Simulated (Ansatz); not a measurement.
Zone-centre phonons of AlP at 6 GPa: input and output

Level of theory: Ansatz, DFT LDA, scalar-relativistic, plane waves, PAW.

Launched with:
```bash
ansatz run input.yaml --threads 1 --pin off --max-ram 3072MiB --backend cpu --events-out ev --progress --plain --runs-dir out
```

Input (bare energies are in eV):
```yaml
crystal:
  lattice:
    - [0.0, 2.6640318963, 2.6640318963]
    - [2.6640318963, 0.0, 2.6640318963]
    - [2.6640318963, 2.6640318963, 0.0]
  atoms:
    - { symbol: Al, position: [0.0, 0.0, 0.0] }
    - { symbol: P, position: [0.75, 0.75, 0.75] }
basis:
  ecutwfc: 420
kpoints:
  mp_grid: { grid: [10, 10, 10] }
hamiltonian:
  xc: lda
scf:
  occupations: { method: fixed }
output:
  eigenvalues: true
phonons:
  method: dfpt
  dielectric: true
  rigid_motions: translations
  eigenvectors: true
```

Results section of the output:
```
--- Phonons (Γ-DFPT): 2 representative perturbations + reference, on 171 of 1000 k-points (Σ response iterations 6) ---
  k mesh reduced under 4 symmetry operations, with k and −k counted as one. Each operation leaves every solved perturbation unchanged. A smaller set is not considered because the run solves the response ...
  ASR residual: 2.326e-4 → 0.000e0 eV/Å²; symmetrization residual: 4.114e-7 eV/Å²
  ASR residual per site (eV/Å²): 1.30e-4 2.33e-4
  Γ frequencies (cm⁻¹): 0.00 0.00 0.00 472.57 472.57 472.57
  ε∞ (high-frequency dielectric tensor):
        8.281030    -0.000000     0.000000
       -0.000000     8.281030     0.000000
        0.000000     0.000000     8.281030
  ε⁰ (static dielectric tensor: ions relaxed, cell fixed):
       10.205614    -0.000000     0.000000
       -0.000000    10.205614    -0.000000
        0.000000    -0.000000    10.205614
  ε⁰ − ε∞ (ionic part):
        1.924585    -0.000000     0.000000
       -0.000000     1.924585    -0.000000
        0.000000    -0.000000     1.924585
  softest optical mode at Γ: 472.57 cm⁻¹; the repairs (sum rule, projections) moved no ω² at Γ by more than (1.44 cm⁻¹)²
  Born effective charges Z* (e; rows j = field, columns β = displacement):
    site 0:
         2.18240   -0.00000    0.00000
        -0.00000    2.18240    0.00000
         0.00000    0.00000    2.18240
    site 1:
        -2.18240    0.00000   -0.00000
         0.00000   -2.18240   -0.00000
        -0.00000   -0.00000   -2.18240
  Z* charge neutrality: 2.413e-4 e pre-enforcement
  solved inside a basis spanned on kpoints, on 10×10×10 k-points, its susceptibility summed on 14×14×14: ε∞ is read to err by 2.3e-2, Z* by 7.2e-3 e (field_mesh: kpoints solves on kpoints); Z* is corrected for ...
  optical modes at Γ without the LO–TO term, one row a degenerate level:
      ω (cm⁻¹) modes IR ((D/Å)²/amu)
        472.57      3            22.8604
  optical modes at Γ + LO–TO along q̂ = [1.0000, 0.0000, 0.0000]:
      ω (cm⁻¹) modes IR ((D/Å)²/amu)
        472.57      2            15.2403
        524.62      1             7.6201
  optical modes at Γ + LO–TO along q̂ = [0.0000, 1.0000, 0.0000]:
      ω (cm⁻¹) modes IR ((D/Å)²/amu)
        472.57      2            15.2403
        524.62      1             7.6201
  optical modes at Γ + LO–TO along q̂ = [0.0000, 0.0000, 1.0000]:
      ω (cm⁻¹) modes IR ((D/Å)²/amu)
        472.57      2            15.2403
        524.62      1             7.6201
```

It took 27 s on 1 thread of Intel(R) Xeon(R) Platinum 8488C (Sapphire Rapids), with other jobs on the host, peak memory 0.54 GiB.